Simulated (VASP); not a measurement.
# Cd2S (P3m1) in VASP: a series of runs

One crystal, Cd2S, is run at these levels: LDA; tasks: single point.

Everything below comes from runs of VASP 6.6.1. Logs are shortened: lines on timing, memory, paths and dates and some standing lists are left out, and cuts for length are marked.

**1. The structure**

Symmetry: P3m1, No. 156, trigonal system. Conventional cell: a = 3.963 Å, b = 3.963 Å, c = 5.809 Å, α = 90.00°, β = 90.00°, γ = 120.00°. Cd (site symmetry 3m) is surrounded by 3 S at 2.60 Å. Cd (site symmetry 3m) is surrounded by 1 S at 2.52 Å. S (site symmetry 3m) has 4 Cd at 2.52 to 2.60 Å as nearest neighbours.

The cell comes from a database or a generator and needn't be the stable form of this composition.

**2. Single point, LDA**

File INCAR:

```
SYSTEM = Cd2S
PREC = Accurate ; ENCUT = 520
EDIFF = 1E-6 ; ISMEAR = 0
SIGMA = 0.03 ; LREAL = .False.
LASPH = .True. ; NELM = 100
ALGO = Fast ; ISIF = 2
LWAVE = .False. ; LCHARG = .True.
LELF = .True. ; LVHAR = .True.
NBANDS = 22
```

File KPOINTS:

```
Automatic mesh
0
Gamma
  12 12 6
  0 0 0
```

File POSCAR:

```
Cd2S
1.0
    3.9626700490      0.0000000000      0.0000000000
   -1.9813350245      3.4317729293      0.0000000000
    0.0000000000      0.0000000000      5.8091920000
Cd S
2 1
Direct
    0.6666666667      0.3333333333      0.5787350000
    0.3333333333      0.6666666667      0.9327170000
    0.3333333333      0.6666666667      0.3657050000
```

Potentials or basis: VASP PAW LDA potentials, release 64 (Cd, S).

Command:

```sh
cat potpaw_LDA.64/Cd/POTCAR potpaw_LDA.64/S/POTCAR > POTCAR
mpirun -np 1 vasp_std > vasp.out
```

OUTCAR:

```text
SYSTEM = Cd2S
   PREC = Accurate
   ENCUT = 520
   EDIFF = 1E-6
   ISMEAR = 0
   LREAL = .False.
   LASPH = .True.
   NELM = 100
   ISIF = 2

 ion  position               nearest neighbor table
   1  0.667  0.333  0.579-   3 2.60   3 2.60   3 2.60   2 3.08   2 3.08   2 3.08
   2  0.333  0.667  0.933-   3 2.52   1 3.08   1 3.08   1 3.08
   3  0.333  0.667  0.366-   2 2.52   1 2.60   1 2.60   1 2.60

  LATTYP: Found a hexagonal cell.
 ALAT       =     3.9626700490
 C/A-ratio  =     1.4659792332

  Lattice vectors:

 A1 = (   3.9626700490,   0.0000000000,   0.0000000000)
 A2 = (  -1.9813350245,   3.4317729293,   0.0000000000)
 A3 = (   0.0000000000,   0.0000000000,   5.8091920000)

Analysis of symmetry for initial positions (statically):
=====================================================================
 Subroutine PRICEL returns:
 Original cell was already a primitive cell.

 Routine SETGRP: Setting up the symmetry group for a
 hexagonal supercell.

 Subroutine GETGRP returns: Found  6 space group operations
 (whereof  6 operations were pure point group operations)
 out of a pool of 24 trial point group operations.

The static configuration has the point symmetry C_3v.

Analysis of symmetry for dynamics (positions and initial velocities):
=====================================================================
 Subroutine PRICEL returns:
 Original cell was already a primitive cell.

 Routine SETGRP: Setting up the symmetry group for a
 hexagonal supercell.

 Subroutine GETGRP returns: Found  6 space group operations
 (whereof  6 operations were pure point group operations)
 out of a pool of 24 trial point group operations.

The dynamic configuration has the point symmetry C_3v.

 Subroutine INISYM returns: Found  6 space group operations
 (whereof  6 operations are pure point group operations),
 and found     1 'primitive' translations

----------------------------------------------------------------------------------------

                                     Primitive cell

  volume of cell :      78.9991

  direct lattice vectors                    reciprocal lattice vectors
     3.962670049  0.000000000  0.000000000     0.252355101  0.145697285  0.000000000
    -1.981335025  3.431772929  0.000000000     0.000000000  0.291394571  0.000000000
     0.000000000  0.000000000  5.809192000     0.000000000  0.000000000  0.172140979

  length of vectors
     3.962670049  3.962670049  5.809192000     0.291394571  0.291394571  0.172140979

  position of ions in fractional coordinates (direct lattice)
     0.666666667  0.333333333  0.578735000
     0.333333333  0.666666667  0.932717000
     0.333333333  0.666666667  0.365705000

  ion indices of the primitive-cell ions
   primitive index   ion index
                 1           1
                 2           2
                 3           3

----------------------------------------------------------------------------------------

 KPOINTS: Automatic mesh

Automatic generation of k-mesh.
 Grid dimensions read from file:
 generate k-points for:   12   12    6

 Generating k-lattice:

  Cartesian coordinates                     Fractional coordinates (reciprocal lattice)
     0.021029592  0.012141440  0.000000000     0.083333333 -0.000000000  0.000000000
     0.000000000  0.024282881  0.000000000     0.000000000  0.083333333  0.000000000
     0.000000000  0.000000000  0.028690163     0.000000000  0.000000000  0.166666667

  Length of vectors
     0.024282881  0.024282881  0.028690163

  Shift w.r.t. Gamma in fractional coordinates (k-lattice)
     0.000000000  0.000000000  0.000000000

 Subroutine IBZKPT returns following result:
 ===========================================

 Found    100 irreducible k-points:

 Following reciprocal coordinates:
            Coordinates               Weight
  0.000000  0.000000  0.000000      1.000000
  0.083333 -0.000000  0.000000      6.000000
  0.166667 -0.000000  0.000000      6.000000
  0.250000  0.000000  0.000000      6.000000
  0.333333 -0.000000  0.000000      6.000000
  0.416667 -0.000000  0.000000      6.000000
[... 16 lines left out ...]
  0.166667 -0.000000  0.166667      6.000000
  0.000000  0.166667  0.166667      6.000000
 [... further k-points ...]
   k-points           NKPTS =    100   k-points in BZ     NKDIM =    100   number of bands    NBANDS=     22
   number of dos      NEDOS =    301   number of ions     NIONS =      3
   total plane-waves  NPLWV =  43200
   dimension x,y,z NGX =    30 NGY =   30 NGZ =   48
   dimension x,y,z NGXF=    60 NGYF=   60 NGZF=   96
   ions per type =               2   1
   NGX,Y,Z   is equivalent  to a cutoff of  12.59, 12.59, 13.74 a.u.
   NGXF,Y,Z  is equivalent  to a cutoff of  25.17, 25.17, 27.47 a.u.
 SYSTEM =  Cd2S
   PREC   = accura    normal or accurate (medium, high low for compatibility)
   ISTART =      0    job   : 0-new  1-cont  2-samecut
   ICHARG =      2    charge: 1-file 2-atom 10-const
   ISPIN  =      1    spin polarized calculation?
   LNONCOLLINEAR =      F non collinear calculations
   LSORBIT =      F    spin-orbit coupling
   LASPH  =      T    aspherical Exc in radial PAW
   ENCUT  =  520.0 eV  38.22 Ry    6.18 a.u.   7.37  7.37 10.80*2*pi/ulx,y,z
   NELM   =    100;   NELMIN=  2; NELMDL= -5     # of ELM steps
   EDIFF  = 0.1E-05   stopping-criterion for ELM
[... 8 lines left out ...]
   TEBEG  =    0.0;   TEEND  =   0.0 temperature during run
   PSTRESS=    0.0 pullay stress
   NELECT =      30.0000    total number of electrons
   NUPDOWN=      -1.0000    fix difference up-down
   EMIN   =  10.00;   EMAX   =-10.00  energy-range for DOS
   EFERMI =   0.00;   METHOD = LEGACY
   ISMEAR =     0;   SIGMA  =   0.03  broadening in eV -4-tet -1-fermi 0-gaus
   EFERMI_NEDOS =   21; number of points for ismear=-14 and -15
   IALGO  =     68    algorithm
   IMIX   =      4    mixing-type and parameters
     AMIX     =   0.40;   BMIX     =  1.00
     AMIX_MAG =   1.60;   BMIX_MAG =  1.00
  volume/ion in A,a.u.               =      26.33       177.70
  Fermi-wavevector in a.u.,A,eV,Ry     =   1.185517  2.240303 19.122322  1.405451
  Thomas-Fermi vector in A             =   2.321709
   LORBIT       =      0    0 simple, 1 ext, 2 COOP (PROOUT), +10 PAW based schemes
   GGA     = CA    functional components
   LHFCALC =     F    Hartree Fock is set to
   AEXX    =    0.0000 exact exchange contribution
   IVDW    =     0    specifies the selected vdW correction
   LEPSILON=     F    determine dielectric tensor
   LRPA    =     F    only Hartree local field effects (RPA)
 non-spin polarized calculation
 RMM-DIIS sequential band-by-band and
 Gauss-broadening in eV      SIGMA  =   0.03
  energy-cutoff  :      520.00
  volume of cell :       79.00
 maximum number of plane-waves:      2157
 NGX is ok and might be reduce to    30
   NGX = 15   NGY = 15   NGZ = 21

 number of electron      29.9999999 magnetization

 Free energy of the ion-electron system (eV)
  ---------------------------------------------------
  ext. energy  EPLUGINS =         0.00000000
  ---------------------------------------------------
  free energy    TOTEN  =        -8.07740969 eV

  energy without entropy =       -8.07740949  energy(sigma->0) =       -8.07740959

 E-fermi :   1.2584     XC(G=0):  -9.6723

 val. band max:        1.1809266932   @ k =   0.3333   0.3333   0.1667
 cond. band min:       1.3380079037   @ k =   0.5000   0.0000   0.1667
 fundamental gap:      0.1570812105
 Fermi energy:         1.2583765652

 k-point     1 :       0.0000    0.0000    0.0000
  band No.  band energies     occupation
      1     -11.4586      2.00000
      2      -7.2142      2.00000
      3      -7.2142      2.00000
      4      -7.1297      2.00000
      5      -7.1297      2.00000
      6      -7.0407      2.00000
[... 14 lines left out ...]
     21       9.3135      0.00000
     22      11.0617      0.00000

 k-point     2 :       0.0833   -0.0000    0.0000
  band No.  band energies     occupation
      1     -11.4343      2.00000
      2      -7.2179      2.00000
      3      -7.2132      2.00000
      4      -7.1287      2.00000
      5      -7.1141      2.00000
      6      -7.0179      2.00000
[... 14 lines left out ...]
     21       9.3208      0.00000
     22      11.1223      0.00000

 k-point     3 :       0.1667   -0.0000    0.0000
  band No.  band energies     occupation
      1     -11.3674      2.00000
      2      -7.2242      2.00000
      3      -7.2127      2.00000
      4      -7.1238      2.00000
      5      -7.0707      2.00000
      6      -6.9715      2.00000
[... 14 lines left out ...]
     21       9.3585      0.00000
     22      10.3540      0.00000

 k-point     4 :       0.2500    0.0000    0.0000
  band No.  band energies     occupation
      1     -11.2751      2.00000
      2      -7.2260      2.00000
      3      -7.2169      2.00000
      4      -7.1162      2.00000
      5      -7.0080      2.00000
      6      -6.9581      2.00000
[... 14 lines left out ...]
     21       9.2961      0.00000
     22       9.7250      0.00000

 k-point     5 :       0.3333   -0.0000    0.0000
  band No.  band energies     occupation
      1     -11.1821      2.00000
      2      -7.2257      2.00000
      3      -7.2189      2.00000
      4      -7.1140      2.00000
      5      -6.9616      2.00000
      6      -6.9384      2.00000
[... 417 lines left out ...]
 k-point    22 :       0.0000    0.0833    0.1667
  band No.  band energies     occupation
      1     -11.4059      2.00000
      2      -7.2329      2.00000
      3      -7.2183      2.00000
      4      -7.1562      2.00000
      5      -7.1391      2.00000
      6      -7.1216      2.00000
[... 14 lines left out ...]
     21       9.3465      0.00000
     22      10.8944      0.00000

 k-point    23 :       0.1667   -0.0000    0.1667
  band No.  band energies     occupation
      1     -11.3398      2.00000
      2      -7.2580      2.00000
      3      -7.2074      2.00000
      4      -7.1474      2.00000
      5      -7.0873      2.00000
      6      -7.0702      2.00000
[... 14 lines left out ...]
     21       9.2147      0.00000
     22       9.9086      0.00000

 k-point    24 :       0.0000    0.1667    0.1667
  band No.  band energies     occupation
      1     -11.3397      2.00000
      2      -7.2452      2.00000
      3      -7.2150      2.00000
      4      -7.1436      2.00000
      5      -7.1005      2.00000
      6      -7.0766      2.00000
[... 14 lines left out ...]
     21       9.6044      0.00000
     22      10.2477      0.00000

 [... further k-points ...]
[... 5 lines left out ...]
  --------------------------------------------------------------------------------------
  -------------------------------------------------------------------------------------
  Total       -2.0044626     -2.0044626     -2.7740788      0.0000000      0.0000000      0.0000000
  in kB      -40.6524151    -40.6524151    -56.2609659      0.0000000      0.0000000      0.0000000
  external PRESSURE =     -45.8552654 kB  Pullay stress =       0.0000000 kB

 VOLUME and BASIS-vectors are now :
 -----------------------------------------------------------------------------
  energy-cutoff  :      520.00
  volume of cell :       79.00
      direct lattice vectors                 reciprocal lattice vectors
     3.962670049  0.000000000  0.000000000     0.252355101  0.145697285  0.000000000
    -1.981335025  3.431772929  0.000000000     0.000000000  0.291394571  0.000000000
     0.000000000  0.000000000  5.809192000     0.000000000  0.000000000  0.172140979

 POSITION                                       TOTAL-FORCE (eV/Angst)
 -----------------------------------------------------------------------------------
      1.98134      1.14392      3.36198         0.000000     -0.000000     -0.137274
     -0.00000      2.28785      5.41833         0.000000     -0.000000     -0.010089
     -0.00000      2.28785      2.12445        -0.000000      0.000000      0.147362
 -----------------------------------------------------------------------------------
    total drift:                                0.000000     -0.000000     -0.000138

  FREE ENERGIE OF THE ION-ELECTRON SYSTEM (eV)
  ---------------------------------------------------
  free  energy   TOTEN  =        -8.0774096919 eV

  energy  without entropy=       -8.0774094896  energy(sigma->0) =       -8.07740959
```

It took 2.5 min on 1 thread of Intel Xeon Platinum 8488C (Sapphire Rapids), shared host; peak memory 0.27 GiB.

Results:

```yaml
Free_energy: -8.0774 eV
Pressure: -4.6 GPa
Largest_force: 0.147 eV/Å
Band_gap_on_the_k_mesh: 0.16 eV, indirect (least direct gap 0.41 eV)
```

Forces in eV/Å, atoms in the order of the input:
```
Cd   0.000  0.000 -0.137
Cd   0.000  0.000 -0.010
S    0.000  0.000  0.147
```

A k mesh can miss the band edges. Expect the measured gap to be larger: semilocal functionals such as LDA lack the derivative discontinuity.

**3. Single point, LDA**

File INCAR:

```
SYSTEM = Cd2S
PREC = Accurate
ENCUT = 520
EDIFF = 1E-7
ISMEAR = 0
SIGMA = 0.03
LREAL = .False.
LASPH = .True.
NELM = 100
ALGO = Fast
ISIF = 2
LWAVE = .False.
LCHARG = .False.
GGA = CA
NBANDS = 22
```

File KPOINTS:

```
regular mesh
0
Gamma
  12 12 6
  0 0 0
```

POSCAR is that of step 2.

Potentials or basis: VASP PAW LDA potentials, release 64 (Cd, S).

Command:

```sh
cat potpaw_LDA.64/Cd/POTCAR potpaw_LDA.64/S/POTCAR > POTCAR
mpirun -np 1 vasp_std > vasp.out
```

Run time: 2.7 min. Hardware: 1 thread of Intel Xeon Platinum 8488C (Sapphire Rapids), shared host; peak memory 0.27 GiB.

Results (log left out):

| Property | Result |
| --- | --- |
| Free energy | -8.0774 eV |
| Pressure | -4.6 GPa |
| Largest force | 0.147 eV/Å |
| Band gap on the k mesh | 0.16 eV, indirect (least direct gap 0.41 eV) |

Forces in eV/Å, atoms in the order of the input:
```
Cd   0.000  0.000 -0.137
Cd   0.000  0.000 -0.010
S    0.000  0.000  0.147
```

Stress tensor (GPa, compression positive):
```
-4.08  0.00  0.00
 0.00 -4.08  0.00
 0.00  0.00 -5.64
```

Levels at points of the mesh, in eV from the valence-band top:
| k point | band 12 | band 13 | band 14 | band 15 | band 16 | band 17 | band 18 | band 19 |
| --- | --- | --- | --- | --- | --- | --- | --- | --- |
| (0.00, 0.00, 0.00) | -4.55 | -3.77 | -0.73 | -0.73 | 2.99 | 4.89 | 6.66 | 6.66 |
| (0.50, 0.00, 0.00) | -4.54 | -3.04 | -1.62 | -1.37 | 0.50 | 3.00 | 4.57 | 5.69 |
| (0.00, 0.00, 0.50) | -6.03 | -0.65 | -0.65 | -0.25 | 0.97 | 4.60 | 6.24 | 6.24 |
| (0.50, 0.00, 0.50) | -4.14 | -3.80 | -1.40 | -1.07 | 1.50 | 3.19 | 4.35 | 5.55 |

A k mesh can miss the band edges. LDA gaps usually lie below the measured ones, often by a third to a half.
